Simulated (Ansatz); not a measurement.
# Hf (Im-3m) in Ansatz: further runs

One crystal, Hf, is run at these levels: PBEsol; tasks: single point, equation of state.

All numbers are computed with Ansatz 0.2.0; they aren't measurements. Logs are shortened: lines on timing, memory, paths and dates and some standing lists are left out, and cuts for length are marked.

### Step 1. Starting point

It takes space group Im-3m (No. 229, cubic). The conventional cell has a = 3.610 Å, b = 3.610 Å, c = 3.610 Å, α = 90.00°, β = 90.00°, γ = 90.00°. Hf (site symmetry m-3m) is surrounded by 8 Hf at 3.13 Å.

This isn't the form of Hf at room conditions, which is hcp.

### Step 2. Single point, PBEsol, 22.11 Å³/atom (volume scaled by 0.94)

File input.yaml:

```yaml
crystal:
  lattice:
    - [-1.7681529262, 1.7681529262, 1.7681529262]
    - [1.7681529262, -1.7681529262, 1.7681529262]
    - [1.7681529262, 1.7681529262, -1.7681529262]
  atoms:
    - { symbol: Hf, position: [0.0, 0.0, 0.0] }
hamiltonian:
  xc: pbesol
  pseudopotentials: { kind: paw }
kpoints:
  mp_grid: { grid: [10, 10, 10] }
scf:
  occupations: { method: fermi_dirac, width: 0.05 }
output:
  forces: true
  stress: true
  eigenvalues: true
```

Potentials or basis: Ansatz PAW.

Launch:

```
$ ansatz run input.yaml --threads 2 --pin off --max-ram 5632MiB --backend cpu --events-out ev --progress --plain --runs-dir out
```

The program printed:

```text
Warning: RAYON_NUM_THREADS=2 ignored (pool sized by the plan → 2); use --threads N
Engine: ansatz 0.2.0, x86_64-unknown-linux-gnu
Pseudopotentials: kind: paw
Pseudopotential: Hf, paw, valence charge 26, recommended cutoff 420 eV (normal), Hf.paw.azcp
Functional definition: PBEsol
  exchange = pbesol_x
  correlation = pbesol_c
Crystal: 1 atoms, lattice volume = 22.112 Å³
Basis set: ecut = 420 eV, 429 PW (Γ), exchange–correlation on 48×48×48 points (8 copies of the dense FFT grid, shifted against one another)
Bands: 17, of which v1, the nominal top of the filled ones, is band 13 counted from 1 (12 counted from 0)
Symmetry: 48 space group operations
Space group: Im-3m (ITA 229), of the structure as read, at distance tolerance 2.8e-5 Å
k-points: 47 of 1000
Non-local potential: Hf, projectors of the file, l = 0: 3, l = 1: 2, l = 2: 2, l = 3: 3
PAW form: soft (Blöchl's): semilocal exchange-correlation on the pseudo side does not see the compensation charge
PAW frozen core: Hf, regenerated for the run's functional, and the local potential with it (the file was generated under x = pbe(κ = 0.804, μ = 0.2195149727645171), c = pbe(β = 0.06672455060314922))
PAW one-centre angular grid: Hf, 590 points (default); XC on 64 Gauss nodes
Initial density: superposition of atomic densities (neutral atoms: chi_scale 0, normalization atom), corrected by the library's trained network
Initial wavefunctions: pseudopotential atomic-orbital guess
Functional: x = pbesol(κ = 0.804, μ = 0.12345679012345678), c = pbesol(β = 0.046)
SCF iter   1: F=—  HF=-15597.858395 eV  |F-HF|=—  |Δ(HF+E_count)|=         —  Δρ=3.32e-3  dr2=1.38e-3  ethr=1.77e-3  ⟨swp⟩=5.0  Hψ=3403  notcnv=0
preconditioner: auto → Kerker (q_TF=auto, 2.803 Å⁻¹)  [metal: Δε(μ)=0.043 eV  Ē_g=18.438 eV  σ=0.050 eV  W_gap=0.21  n_scr=12 (ndim 8)  ℏωp=38.7 eV  f_vac=0.000  D(μ)=1.59/eV (n_scr^D=18)]
SCF iter   2: F=—  HF=-15597.858212 eV  |F-HF|=—  |Δ(HF+E_count)|=   1.83e-4  Δρ=1.94e-3  dr2=5.10e-4  ethr=5.29e-6  ⟨swp⟩=2.6  Hψ=1720  notcnv=0
SCF iter   3: F=—  HF=-15597.858239 eV  |F-HF|=—  |Δ(HF+E_count)|=   2.64e-5  Δρ=7.09e-4  dr2=7.14e-5  ethr=1.96e-6  ⟨swp⟩=2.0  Hψ=1127  notcnv=0
SCF iter   4: F=—  HF=-15597.858177 eV  |F-HF|=—  |Δ(HF+E_count)|=   6.22e-5  Δρ=2.13e-4  dr2=6.73e-6  ethr=2.75e-7  ⟨swp⟩=2.1  Hψ=1397  notcnv=0  defer=1
SCF iter   5: F=—  HF=-15597.858179 eV  |F-HF|=—  |Δ(HF+E_count)|=   2.30e-6  Δρ=2.80e-5  dr2=1.81e-7  ethr=2.59e-8  ⟨swp⟩=2.0  Hψ=1181  notcnv=0
SCF iter   6: F=—  HF=-15597.858178 eV  |F-HF|=—  |Δ(HF+E_count)|=   3.74e-7  Δρ=6.73e-6  dr2=6.22e-9  ethr=3.85e-10  ⟨swp⟩=5.6  Hψ=3613  notcnv=0
SCF iter   7: F=-15597.858178 eV  HF=-15597.858178 eV  |F-HF|=1.28e-8  |Δ(HF+E_count)|=   7.74e-9  Δρ=1.79e-6  dr2=4.66e-10  ethr=2.39e-11  ⟨swp⟩=4.3  Hψ=2766  notcnv=0
SCF 1 converged in 7 iterations: F = -15597.858178 eV  dr2 = 4.66e-10
SCF converged after 7 iterations
Free energy (F): -15597.858178 eV
Harris-Foulkes:  -15597.858178 eV  (|F-HF|=1.28e-8)
Internal energy: -15597.844725 eV  (E = F + TS)
E sigma→0 (E₀):  -15597.851452 eV
Entropy (-TS):   -0.013454 eV (-13.454 meV/atom)
Fermi energy:    19.659775 eV
--- Per-component energies (eV) ---
  E_band       = 40.555675
  E_kinetic    = 425.039445
  E_local      = -5044.401805  (includes V_loc(G=0)·N_el)
  E_nonlocal   = -1238.813979
  E_hartree    = 2372.769792
  E_xc         = -297.711955
  E_vxc        = -265.936320  (∫ρ·V_xc dr)
  E_paw        = -6807.236072  (= ΣΔE_a)
  E_vpaw       = 1419.130270  (= ΣTr[D̂ρ^β])
  E_aug_tail   = -0.000001  (compensation charges beyond the density's cutoff)
  E_ewald      = -5008.741241
  E_core_change = 1.251092  (= ΣΔE_core)
  E_smearing   = -0.013454  (= −TS)
  E_closure    = -0.000000  (closes the sum)
  Σ components = -15597.858178   (vs F -15597.858178, Δ=0.00e0)
--- Forces (eV/Å), atoms counted from 1 ---
  atom   1  Hf     0.00000000     0.00000000     0.00000000
  max |Σ_I F_I| component: 1.61e-30 eV/Å
--- Stress (GPa, compression-positive) ---
       -3.757021       0.000000       0.000000
        0.000000      -3.757021      -0.000000
        0.000000      -0.000000      -3.757021
  P = ⅓ Tr σ = -3.7570 GPa (-37.570 kbar)
--- Band table (eV; the first three rows and the last of 47) ---
  k-point 0: bands = ["-41.8273", "-10.0835", "-10.0835", "-10.0835", "8.2038", "8.2038", "8.2038", "8.2793", "8.2793", "8.2793", "8.3110", "12.5813", "21.1584", "21.1584", "21.1584", "23.9870", "23.9870"]
  k-point 1: bands = ["-41.8205", "-10.1710", "-10.1108", "-10.0839", "8.2061", "8.2090", "8.2091", "8.2743", "8.2773", "8.2775", "8.3044", "12.9521", "20.9059", "21.0452", "21.5311", "23.6252", "23.9887"]
  k-point 2: bands = ["-41.8026", "-10.3939", "-10.1816", "-10.0850", "8.2111", "8.2230", "8.2233", "8.2624", "8.2661", "8.2740", "8.2943", "13.9578", "20.3211", "20.5301", "22.6124", "23.3752", "24.0565"]
  k-point 46: bands = ["-41.7011", "-10.6842", "-10.6842", "-10.6842", "8.1864", "8.2368", "8.2368", "8.2368", "8.2885", "8.2885", "8.2885", "17.0280", "17.0280", "26.5079", "26.5079", "26.5079", "26.9665"]
```

It took 2.9 s on 2 threads of Intel Xeon at 2.50GHz (Skylake/Cascade Lake), shared host; peak memory 0.31 GiB.

What came out:

* Free energy: -15597.8582 eV
* Pressure: -3.8 GPa
* Band gap on the k mesh: none (metal or under the smearing width)

Caveat: the PAW data sets come from PBE, with cores solved anew for the run's functional, which leaves a small shift of forces and pressure.

### Step 3. Single point, PBEsol, 22.58 Å³/atom (volume scaled by 0.96)

Changes to input.yaml since step 2:

```diff
@@ -2,5 +2,5 @@
   lattice:
-    - [-1.7681529262, 1.7681529262, 1.7681529262]
-    - [1.7681529262, -1.7681529262, 1.7681529262]
-    - [1.7681529262, 1.7681529262, -1.7681529262]
+    - [-1.7806051177, 1.7806051177, 1.7806051177]
+    - [1.7806051177, -1.7806051177, 1.7806051177]
+    - [1.7806051177, 1.7806051177, -1.7806051177]
   atoms:
```

Potentials or basis: Ansatz PAW.

Launch:

```
$ ansatz run input.yaml --threads 2 --pin off --max-ram 5632MiB --backend cpu --events-out ev --progress --plain --runs-dir out
```

Wall time 3 s (2 threads of Intel Xeon at 2.50GHz (Skylake/Cascade Lake), shared host); peak memory 0.32 GiB.

Results (log left out):

| Item | Value |
| --- | --- |
| Free energy | -15597.8443 eV |
| Pressure | -5.7 GPa |
| Band gap on the k mesh | none (metal or under the smearing width) |

Caveat: the PAW data sets come from PBE, with cores solved anew for the run's functional, which leaves a small shift of forces and pressure.

### Step 4. Single point, PBEsol, 23.05 Å³/atom (volume scaled by 0.98)

Changes to input.yaml since step 3:

```diff
@@ -2,5 +2,5 @@
   lattice:
-    - [-1.7806051177, 1.7806051177, 1.7806051177]
-    - [1.7806051177, -1.7806051177, 1.7806051177]
-    - [1.7806051177, 1.7806051177, -1.7806051177]
+    - [-1.792885541, 1.792885541, 1.792885541]
+    - [1.792885541, -1.792885541, 1.792885541]
+    - [1.792885541, 1.792885541, -1.792885541]
   atoms:
```

Launch:

```
$ ansatz run input.yaml --threads 2 --pin off --max-ram 5632MiB --backend cpu --events-out ev --progress --plain --runs-dir out
```

It took 2.9 s on 2 threads of Intel Xeon at 2.50GHz (Skylake/Cascade Lake), shared host; peak memory 0.31 GiB.

The run converged. Its results:

```
Free energy            : -15597.8250 eV
Pressure               : -7.4 GPa
Band gap on the k mesh : none (metal or under the smearing width)
```

Caveat: the PAW data sets come from PBE, with cores solved anew for the run's functional, which leaves a small shift of forces and pressure.

### Step 5. Single point, PBEsol, 23.52 Å³/atom

Changes to input.yaml since step 4:

```diff
@@ -2,5 +2,5 @@
   lattice:
-    - [-1.792885541, 1.792885541, 1.792885541]
-    - [1.792885541, -1.792885541, 1.792885541]
-    - [1.792885541, 1.792885541, -1.792885541]
+    - [-1.805, 1.805, 1.805]
+    - [1.805, -1.805, 1.805]
+    - [1.805, 1.805, -1.805]
   atoms:
```

Launch:

```
$ ansatz run input.yaml --threads 2 --pin off --max-ram 5632MiB --backend cpu --events-out ev --progress --plain --runs-dir out
```

It took 2.7 s on 2 threads of Intel Xeon at 2.50GHz (Skylake/Cascade Lake), shared host; peak memory 0.31 GiB.

Results (log left out):

* Free energy: -15597.8008 eV
* Pressure: -9.0 GPa
* Band gap on the k mesh: none (metal or under the smearing width)

Caveat: the PAW data sets come from PBE, with cores solved anew for the run's functional, which leaves a small shift of forces and pressure.

### Step 6. Single point, PBEsol, 23.99 Å³/atom (volume scaled by 1.02)

Changes to input.yaml since step 5:

```diff
@@ -2,5 +2,5 @@
   lattice:
-    - [-1.805, 1.805, 1.805]
-    - [1.805, -1.805, 1.805]
-    - [1.805, 1.805, -1.805]
+    - [-1.8169539908, 1.8169539908, 1.8169539908]
+    - [1.8169539908, -1.8169539908, 1.8169539908]
+    - [1.8169539908, 1.8169539908, -1.8169539908]
   atoms:
@@ -18 +18,5 @@
   eigenvalues: true
+  write_density: true
+  write_potential: true
+  elf: true
+  volumetric_format: npy
```

Potentials or basis: Ansatz PAW.

Launch:

```
$ ansatz run input.yaml --threads 2 --pin off --max-ram 5632MiB --backend cpu --events-out ev --progress --plain --runs-dir out
```

Wall time 2.9 s (2 threads of Intel Xeon at 2.50GHz (Skylake/Cascade Lake), shared host); peak memory 0.32 GiB.

Results (log left out):

```yaml
Free_energy: -15597.7722 eV
Pressure: -10.4 GPa
Band_gap_on_the_k_mesh: none (metal or under the smearing width)
```

Caveat: the PAW data sets come from PBE, with cores solved anew for the run's functional, which leaves a small shift of forces and pressure.

### Step 7. Single point, PBEsol, 24.46 Å³/atom (volume scaled by 1.04)

Changes to input.yaml since step 6:

```diff
@@ -2,5 +2,5 @@
   lattice:
-    - [-1.8169539908, 1.8169539908, 1.8169539908]
-    - [1.8169539908, -1.8169539908, 1.8169539908]
-    - [1.8169539908, 1.8169539908, -1.8169539908]
+    - [-1.8287527239, 1.8287527239, 1.8287527239]
+    - [1.8287527239, -1.8287527239, 1.8287527239]
+    - [1.8287527239, 1.8287527239, -1.8287527239]
   atoms:
```

Launch:

```
$ ansatz run input.yaml --threads 2 --pin off --max-ram 5632MiB --backend cpu --events-out ev --progress --plain --runs-dir out
```

It took 2.7 s on 2 threads of Intel Xeon at 2.50GHz (Skylake/Cascade Lake), shared host; peak memory 0.32 GiB.

Results (log left out):

```yaml
Free_energy: -15597.7396 eV
Pressure: -11.7 GPa
Band_gap_on_the_k_mesh: none (metal or under the smearing width)
```

Caveat: the PAW data sets come from PBE, with cores solved anew for the run's functional, which leaves a small shift of forces and pressure.

### Step 8. Single point, PBEsol, 24.93 Å³/atom (volume scaled by 1.06)

File input.yaml:

```yaml
crystal:
  lattice:
    - [-1.8404011445, 1.8404011445, 1.8404011445]
    - [1.8404011445, -1.8404011445, 1.8404011445]
    - [1.8404011445, 1.8404011445, -1.8404011445]
  atoms:
    - { symbol: Hf, position: [0.0, 0.0, 0.0] }
hamiltonian:
  xc: pbesol
  pseudopotentials: { kind: paw }
kpoints:
  mp_grid: { grid: [10, 10, 10] }
scf:
  occupations: { method: fermi_dirac, width: 0.05 }
output:
  forces: true
  stress: true
  eigenvalues: true
```

Launch:

```
$ ansatz run input.yaml --threads 2 --pin off --max-ram 5632MiB --backend cpu --events-out ev --progress --plain --runs-dir out
```

Run time: 2.2 s. Hardware: 2 threads of Intel Xeon at 2.50GHz (Skylake/Cascade Lake), shared host; peak memory 0.32 GiB.

Results (log left out):

- Free energy: -15597.7034 eV
- Pressure: -12.9 GPa
- Band gap on the k mesh: none (metal or under the smearing width)

Caveat: the PAW data sets come from PBE, with cores solved anew for the run's functional, which leaves a small shift of forces and pressure.

### Step 9. Equation of state, PBEsol

Potentials or basis: Ansatz PAW.

No new run: the results of the series are fitted here.

What came out:

```
Equilibrium volume : 21.32 Å³/atom (rough: see the caveat)
Bulk modulus       : 109 GPa (rough)
```

Energy against volume, from the lowest point:
| volume (Å³/atom) | energy (meV/atom) |
| --- | --- |
| 22.112 | 0.00 |
| 22.582 | 13.89 |
| 23.052 | 33.17 |
| 23.523 | 57.33 |
| 23.993 | 85.94 |
| 24.464 | 118.54 |
| 24.934 | 154.77 |

Caveat: the minimum lies outside the volumes run. Spin-orbit coupling is left out, which matters for the levels of Hf.
